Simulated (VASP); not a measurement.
A run of VASP 6.6.1 is set up as follows.

The input INCAR:

```
  PREC = Accurate
  ENCUT = 520
  EDIFF = 1E-6
  ISMEAR = 0
  SIGMA = 0.01
  LREAL = Auto
  LASPH = True
  NELM = 100
  ALGO = Normal
  ISIF = 2
  LWAVE = False
  LCHARG = True
  GGA = PE
  LELF = True
  LVHAR = True
  NBANDS = 46
```

File KPOINTS:

```
Automatic mesh
0
Gamma
  2 2 2
```

POSCAR

```
Si
1.0
    0.0000000000      5.4696766500     -5.4696766500
    5.4696766500      5.4696766500      0.0000000000
    5.4696766500      0.0000000000     -5.4696766500
Si
16
Direct
    0.1250000000      0.1250000000      0.1250000000
    0.1250000000      0.6250000000      0.1250000000
    0.6250000000      0.1250000000      0.1250000000
    0.6250000000      0.6250000000      0.1250000000
    0.1250000000      0.1250000000      0.6250000000
    0.1250000000      0.6250000000      0.6250000000
    0.6250000000      0.1250000000      0.6250000000
    0.6250000000      0.6250000000      0.6250000000
    0.2500000000      0.7500000000      0.2500000000
    0.2500000000      0.2500000000      0.2500000000
    0.7500000000      0.7500000000      0.2500000000
    0.7500000000      0.2500000000      0.2500000000
    0.2500000000      0.7500000000      0.7500000000
    0.2500000000      0.2500000000      0.7500000000
    0.7500000000      0.7500000000      0.7500000000
    0.7500000000      0.2500000000      0.7500000000
```

Potentials or basis: VASP PAW PBE potentials, release 64 (Si).

Launch:

```bash
$ cat potpaw_PBE.64/Si/POTCAR > POTCAR
$ mpirun -np 1 vasp_std > vasp.out
```

Problem. Estimate the pressure.

Solution. 0.5 GPa.

Problem. What does it give for the band gap on the k mesh?

Solution. 0.74 eV.

Caveat: the k mesh is coarse (spacing up to 0.50 Å⁻¹), so the values aren't converged. A k mesh can miss the band edges.
